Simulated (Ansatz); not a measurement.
**Pd in Ansatz: the effect of functional**

Pd:

```
Pd
1.0
     0.00000    1.92019    1.92019
     1.92019    0.00000    1.92019
     1.92019    1.92019    0.00000
Pd
1
Direct
  0.00000 0.00000 0.00000
```

The cell isn't the ideal one: volume scaled by 0.96.

Alike in all runs:

- Program: Ansatz 0.2.0
- Task: single point
- Potentials or basis: Ansatz PAW
- k mesh: 12 × 12 × 12
- Occupations: fermi-dirac, width 0.05 eV
- Spin: no spin polarisation

```tsv
functional	cutoff	pressure (GPa)
LDA	420 eV (not typed: the program's choice for these potentials)	-0.4
r2SCAN	500 eV (not typed: the program's choice for these potentials)	?
PBE	420 eV (not typed: the program's choice for these potentials)	16.2
```

Q: What does the run with functional r2SCAN give?

A: Pressure 11.1 GPa.

Caveats: the PAW data sets come from PBE, with cores solved anew for the run's functional, which leaves a small shift of forces and pressure (some runs).
